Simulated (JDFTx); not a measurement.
A run of JDFTx 1.7.0 (patched build) is set up as follows.

The input Rh.in:

```
lattice \
    0.0000000000     3.5864167256     3.5864167256 \
    3.5864167256     0.0000000000     3.5864167256 \
    3.5864167256     3.5864167256     0.0000000000
coords-type Lattice
ion Rh     0.0000000000     0.0000000000     0.0000000000 1

ion-species pseudo/Rh.upf
elec-cutoff 44
elec-ex-corr gga-PBEsol
kpoint-folding 12 12 12
elec-smearing Fermi 0.0018374661
elec-n-bands 14
electronic-SCF nIterations 100 energyDiffThreshold 1e-09
electronic-minimize nIterations 30 energyDiffThreshold 1e-7
converge-empty-states yes
forces-output-coords Cartesian

dump-name run.$VAR
dump End Ecomponents EigStats BandEigs Kpoints Forces Stress
```

Potentials or basis: PseudoDojo-SR-PBEsol-0.4.1-standard with smoothed tails.

Command:

```console
$ jdftx -c 1 -i Rh.in -o Rh.out
```

(1) Estimate the band gap on the k mesh.

(2) Estimate the pressure.

Results:

(1) none (metal or under the smearing width).

(2) -3.4 GPa.
